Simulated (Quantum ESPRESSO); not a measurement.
Tc:

```
Tc
1.0
     0.00000    1.95000    1.95000
     1.95000    0.00000    1.95000
     1.95000    1.95000    0.00000
Tc
1
Direct
  0.00000 0.00000 0.00000
```

This isn't the form of Tc at room conditions, which is hcp.

- Program: Quantum ESPRESSO 7.5
- Task: single point
- Functional: PBE
- Potentials or basis: SSSP 1.3 efficiency PBE
- Cutoff: 816 eV
- Density cutoff: 3265 eV
- k mesh: 12 × 12 × 12
- Occupations: fermi-dirac, width 0.05 eV
- Spin: no spin polarisation

On this cell: pressure -6.3 GPa; band gap on the k mesh none (metal or under the smearing width).

The same run follows on a disturbed copy (cell strained at random at fixed volume):

```xyz
1
Lattice="0.0479 1.9690 1.9714 2.0071 0.0346 1.9847 1.9731 1.9484 0.0686" Properties=species:S:1:pos:R:3 pbc="T T T"
Tc    0.0576    0.0572   -0.0243
```

Q: What does the disturbed cell give?

A: The energy (extrapolated to zero smearing) moves by +20.6 meV/atom; pressure -5.7 GPa; band gap on the k mesh none (metal or under the smearing width).

Stress tensor (GPa, compression positive):
```
-7.41 -0.70 -6.80
-0.70 -5.03 -4.96
-6.80 -4.96 -4.67
```
